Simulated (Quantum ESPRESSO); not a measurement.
**AlPt under changes of volume**

One of the cells (14.774 Å³/atom); the others are scaled copies at fixed shape and fractional positions:

```
Pt Al
1.0
     3.09155    0.00000    0.00000
     0.00000    3.09155    0.00000
     0.00000    0.00000    3.09155
Pt Al
1 1
Direct
  0.50000 0.50000 0.50000
  0.00000 0.00000 0.00000
```

Measurements of this composition are mostly on another form, of space group No. 198.

- Program: Quantum ESPRESSO 7.5
- Functional: r2SCAN
- Potentials or basis: SG15 PBE 1.2
- Cutoff: 1020 eV
- Density cutoff: 4082 eV
- k mesh: 7 × 7 × 7
- Occupations: fermi-dirac, width 0.05 eV
- Spin: no spin polarisation

```csv
volume (Å³/atom),energy over the lowest point (meV/atom),pressure (GPa)
13.888,15.26,8.9
14.183,3.34,4.0
14.478,0.00,-0.4
14.774,4.30,-4.3
15.069,?,?
15.365,32.50,-10.9
15.660,54.99,-13.6
```

What does the run at 15.069 Å³/atom give?

Energy over the lowest point 15.39 meV/atom; pressure -7.8 GPa.

Worked out: A Birch-Murnaghan fit of order 3 (a polynomial in V^(-2/3)) to the other rows has its minimum at 14.45 Å³/atom with B0 = V·E''(V) = 204 GPa and B' = 4.7. It gives 15.35 meV/atom at 15.069 Å³/atom, against the run's 15.39, and -dE/dV = -7.7 GPa, against -7.8.

Energies are extrapolated to zero smearing.

Caveats: the potentials were made for another functional, which shifts forces and pressure.
